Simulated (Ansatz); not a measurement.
Generalised stacking fault of NaBr (rock salt) on the {110} plane. The cell below holds the perfect crystal with the plane normal along z; tilting its third vector by the shift puts one fault into each cell, between planes 2.13 Å apart, at fixed cell height.

```
NaBr
1.0
    4.26808     0.00000     0.00000
    0.00000     6.03598     0.00000
    2.13404     3.01799     6.40212
Br Na
3 3
Direct
  0.00000   0.00000   0.83333
  0.33333   0.33333   0.16667
  0.66667   0.66667   0.50000
  0.00000   0.50000   0.83333
  0.33333   0.83333   0.16667
  0.66667   0.16667   0.50000
```

In-plane vectors a = (4.268, 0.000) Å, b = (0.000, 6.036) Å, area 25.76 Å². The shift is s times the vector a + b (length 7.393 Å), so s = 1 restores the start. Atoms relax along the normal only. γ = [E(shift) − E(0)] / area.

Method: PBE (plane waves to 420 eV, PAW, scalar-relativistic; Ansatz, a first-principles code). k mesh 7×7×7 (Γ-centred), Fermi-Dirac smearing 0.05 eV. E is the zero-smearing estimate. Some relaxations began with atoms very close together and may have settled on another branch. Faults lie only 6.4 Å apart, and holding the cell height raises γ above its relaxed value. NaBr was relaxed with its symmetry unable to fall. γ is measured from zero shift.

| s | γ (mJ/m²) |
|---|---|
| 0.000 | 0 |
| 0.083 | 93 |
| 0.167 | withheld |
| 0.250 | 692 |
| 0.333 | 1106 |
| 0.417 | 1433 |
| 0.500 | 1559 |
| 0.583 | 1433 |
| 0.667 | 1106 |
| 0.750 | 692 |
| 0.833 | withheld |
| 0.917 | 93 |

Task: Fit a Fourier form (three harmonics of 1 − cos and sin) to the given rows and predict γ at s = 0.167.

Result: Least squares on the 10 given rows: γ = (777.2)·[1 − cos(2πs)] + (-42.2)·[1 − cos(4πs)], in mJ/m²; root-mean-square residual 5.2 mJ/m². At 0.167 the fit gives 325 mJ/m²; the calculation gives 329 mJ/m², so the interpolation is off by -4 (-1.2 %). 

(The slope of γ gives the shear force per area between the displaced halves; near zero shift its curvature is an elastic stiffness.)
